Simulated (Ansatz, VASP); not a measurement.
# Ag: VASP beside Ansatz

Contents of INCAR:

```
PREC     = Accurate       # precision mode
ENCUT    = 520            # plane-wave cutoff, eV
EDIFF    = 1E-6           # SCF threshold, eV
ISMEAR   = -1             # smearing method
SIGMA    = 0.1            # smearing width, eV
LREAL    = F              # projectors in reciprocal space
LASPH    = T              # aspherical terms in the spheres
NELM     = 60             # most SCF steps
ALGO     = Normal         # electronic algorithm
ISIF     = 2              # what is computed and relaxed
LWAVE    = F              # write WAVECAR
LCHARG   = F              # write CHGCAR
GGA      = B5             # functional
ALDAX    = 1.0          
AGGAX    = 1.0          
AGGAC    = 1.0          
ALDAC    = 0.0          
NBANDS   = 12             # bands
```

KPOINTS

```
regular mesh
0
Gamma
  21 21 21
```

File POSCAR:

```
Ag
1.0
    0.0000000000      2.0401638180      2.0401638180
    2.0401638180      0.0000000000      2.0401638180
    2.0401638180      2.0401638180      0.0000000000
Ag
1
Direct
    0.0000000000      0.0000000000      0.0000000000
```

Input for Ansatz:

```yaml
crystal:
  lattice:
    - [0.0, 2.040163818, 2.040163818]
    - [2.040163818, 0.0, 2.040163818]
    - [2.040163818, 2.040163818, 0.0]
  atoms:
    - { symbol: Ag, position: [0.0, 0.0, 0.0] }
hamiltonian:
  xc: blyp
  pseudopotentials:
    kind: paw
    azcp:
      Ag: "pseudopotentials/Ag.paw.azcp"
basis:
  ecutwfc: 420
  fft_grid_basis: typed
kpoints:
  mp_grid: { grid: [21, 21, 21], shift: [0, 0, 0] }
magnetization:
  spin_polarized: false
scf:
  occupations: { method: fermi_dirac, width: 0.1 }
output:
  stress: true
```

Alike in both runs: task single point; functional BLYP; k mesh 21 × 21 × 21; occupations fermi-dirac, width 0.1 eV; no spin polarisation.

|  | VASP | Ansatz |
| --- | --- | --- |
| version | VASP 6.6.1 | Ansatz 0.2.0 |
| potentials or method | VASP PAW PBE potentials, release 64 (Ag) | plane waves (420 eV) with PAW, scalar-relativistic |
| plane-wave cutoff (eV) | 520 | 420 |
| valence electrons in the cell | 11 | 19 |

|  | VASP | Ansatz | Ansatz less VASP |
| --- | --- | --- | --- |
| pressure (GPa) | 12.9 | 12.7 | -0.17 |

The two sets of potentials don't hold the same shells in valence.

Caveats: the PAW data sets were made with another functional, which shifts forces and pressure a little (VASP).
